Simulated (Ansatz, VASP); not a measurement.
One calculation of Rb, two programs

INCAR

```
SYSTEM = Rb
ALGO     = Normal         ! electronic algorithm
EDIFF    = 1E-6           ! SCF threshold, eV
EDIFFG   = -0.005         ! ionic threshold
ENCUT    = 600            ! plane-wave cutoff, eV
GGA      = PS             ! functional
IBRION   = 2              ! ionic algorithm
ISIF     = 3              ! what is computed and relaxed
ISMEAR   = -1             ! smearing method
LASPH    = .True.         ! aspherical terms in the spheres
LCHARG   = .False.        ! write CHGCAR
LREAL    = .False.        ! projectors in reciprocal space
LWAVE    = .False.        ! write WAVECAR
NELM     = 60             ! most SCF steps
NSW      = 60             ! ionic steps
PREC     = Accurate       ! precision mode
SIGMA    = 0.1            ! smearing width, eV
```

Contents of KPOINTS:

```
k-points
0
Gamma
  9 9 9
  0 0 0
```

The input POSCAR:

```
Rb
1.0
    4.5480016987      0.0000000000      0.0000000000
    0.0000000000      4.5480016987      0.0000000000
    0.0000000000      0.0000000000      4.5480016987
Rb
1
Direct
    0.0000000000      0.0000000000      0.0000000000
```

Input for Ansatz:

```yaml
crystal:
  lattice:
    - [4.5480016987, 0.0, 0.0]
    - [0.0, 4.5480016987, 0.0]
    - [0.0, 0.0, 4.5480016987]
  atoms:
    - { symbol: Rb, position: [0.0, 0.0, 0.0] }
kpoints:
  mp_grid: { grid: [9, 9, 9] }
scf:
  occupations: { method: fermi_dirac, width: 0.1 }
hamiltonian:
  xc: pbesol
  pseudopotentials: { kind: paw }
output:
  forces: true
  stress: true
  write_density: true
  write_potential: true
  elf: true
  volumetric_format: npy
relax:
  f_tol: 0.005
  max_steps: 40
  cell: {}
```

Alike in both runs: task relaxation of cell and atoms; functional PBEsol; k mesh 9 × 9 × 9; occupations fermi-dirac, width 0.1 eV; no spin polarisation.

|  | VASP | Ansatz |
| --- | --- | --- |
| version | VASP 6.6.1 | Ansatz 0.2.0 |
| potentials or method | VASP PAW PBE potentials, release 64 (Rb_sv) | PAW with Ansatz's default frozen-core files, scalar-relativistic |
| plane-wave cutoff (eV) | 600 | 420 |
| valence electrons in the cell | 9 | 9 |

```tsv
	VASP	Ansatz	Ansatz less VASP
relaxed volume (Å³/atom)	94.00	94.07	+0.074
relaxed cell length with the largest relative difference (Å)	4.547	4.548	+0.0012
```

Caveats: the PAW data sets were made with another functional, which shifts forces and pressure a little (VASP).
